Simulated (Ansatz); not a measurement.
Wanted: the native input for an Ansatz 0.2.0 run.

| Quantity | Value |
| --- | --- |
| Task | relaxation of cell and atoms |
| Functional | PBEsol |
| Potentials or basis | all-electron LAPW, scalar-relativistic |
| Basis error allowed | 0.002 eV/atom |
| k mesh | 8 × 8 × 4 |
| Occupations | fermi-dirac, width 0.05 eV |
| Spin | no spin polarisation |
| Target pressure | 10 GPa |

Crystal: Ge.

```
Ge
1.0
     3.99759    0.00000    0.00000
    -1.99879    3.46201    0.00000
     0.00000    0.00000    6.59938
Ge
4
Direct
  0.33333 0.66667 0.93710
  0.66667 0.33333 0.43710
  0.33333 0.66667 0.56290
  0.66667 0.33333 0.06290
```

This isn't the form of Ge at room conditions, which is diamond.

One way to write it, as run:

input.yaml

```yaml
crystal:
  lattice:
    - [3.9975858431, 0.0, 0.0]
    - [-1.9987929216, 3.462010894, 0.0]
    - [0.0, 0.0, 6.59937795]
  atoms:
    - { symbol: Ge, position: [0.3333333333, 0.6666666667, 0.93709875] }
    - { symbol: Ge, position: [0.6666666667, 0.3333333333, 0.43709875] }
    - { symbol: Ge, position: [0.3333333333, 0.6666666667, 0.56290125] }
    - { symbol: Ge, position: [0.6666666667, 0.3333333333, 0.06290125] }
kpoints:
  mp_grid: { grid: [8, 8, 4] }
scf:
  occupations: { method: fermi_dirac, width: 0.05 }
hamiltonian:
  xc: pbesol
  pseudopotentials: { kind: all_electron, lapw: { basis_error: 0.002 } }
output:
  forces: true
  stress: true
relax:
  f_tol: 0.01
  max_steps: 60
  cell: { p_target: 10 }
```

Potentials or basis: all-electron LAPW, scalar-relativistic.

Launch:

```console
$ ansatz run input.yaml --threads 2 --pin off --max-ram 8192MiB --backend cpu --events-out ev --progress --plain --runs-dir out
```

Results of the run:

| Item | Value |
| --- | --- |
| Relaxed volume | 20.37 Å³/atom |
| Relaxed cell | a = 3.848 Å, b = 3.848 Å, c = 6.355 Å, α = 90.00°, β = 90.00°, γ = 120.00° |
| Space group after relaxing (to 0.05 Å) | P6_3/mmc (No. 194) |
| Energy change on relaxing (the enthalpy is what falls) | +68.2 meV/atom |
| Ionic steps | 5 |
| Pressure after relaxing | 10.0 GPa |

It took 54 s on 2 threads of Arm Neoverse V2, with other jobs on the host, peak memory 0.47 GiB.
